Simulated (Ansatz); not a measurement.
Crystal: Cs2AgBiBr6.

```
CELL_PARAMETERS angstrom
0.00000 5.61610 5.61610
5.61610 0.00000 5.61610
5.61610 5.61610 0.00000
ATOMIC_POSITIONS crystal
Bi 0.00000 0.00000 0.00000
Cs 0.75000 0.75000 0.75000
Cs 0.25000 0.25000 0.25000
Ag 0.50000 0.50000 0.50000
Br 0.74945 0.74945 0.25055
Br 0.25055 0.25055 0.74945
Br 0.74945 0.25055 0.25055
Br 0.74945 0.25055 0.74945
Br 0.25055 0.74945 0.74945
Br 0.25055 0.74945 0.25055
```

```yaml
Program: Ansatz 0.2.0
Task: relaxation of cell and atoms
Functional: PBEsol
Potentials_or_basis: Ansatz PAW
Cutoff: "420 eV (not typed: the program's choice for these potentials)"
k_mesh: 3 × 3 × 3
Occupations: fermi-dirac, width 0.05 eV
Spin: no spin polarisation
```

At the start: volume 35.43 Å³/atom.

Where does the relaxation end?

It ends after 5 steps and the volume is 35.00 Å³/atom (-1.2 %); space group Fm-3m (No. 225, to 0.05 Å).

Step by step:
```
step  energy change (eV)  largest force (eV/Å)  volume (Å³)
   1              0.0000                0.2988       354.27
   2             -0.0296                0.0508       354.12
   3             -0.0341                0.0046       351.52
   4             -0.0347                0.0003       350.04
   5             -0.0344                0.0003       350.04
```

Final structure:
```yaml
crystal:
  lattice:
    - [0.00000, 5.59364, 5.59364]
    - [5.59364, 0.00000, 5.59364]
    - [5.59364, 5.59364, 0.00000]
  atoms:
    - { symbol: Bi, position: [0.00000, 0.00000, 0.00000] }
    - { symbol: Cs, position: [0.75000, 0.75000, 0.75000] }
    - { symbol: Cs, position: [0.25000, 0.25000, 0.25000] }
    - { symbol: Ag, position: [0.50000, 0.50000, 0.50000] }
    - { symbol: Br, position: [0.74611, 0.74611, 0.25389] }
    - { symbol: Br, position: [0.25389, 0.25389, 0.74611] }
    - { symbol: Br, position: [0.74611, 0.25389, 0.25389] }
    - { symbol: Br, position: [0.74611, 0.25389, 0.74611] }
    - { symbol: Br, position: [0.25389, 0.74611, 0.74611] }
    - { symbol: Br, position: [0.25389, 0.74611, 0.25389] }
```

Caveat: the plane-wave basis is chosen anew once the cell has moved, so the energies of steps on either side of that aren't comparable; the PAW data sets come from PBE, with cores solved anew for the run's functional, which leaves a small shift of forces and pressure.
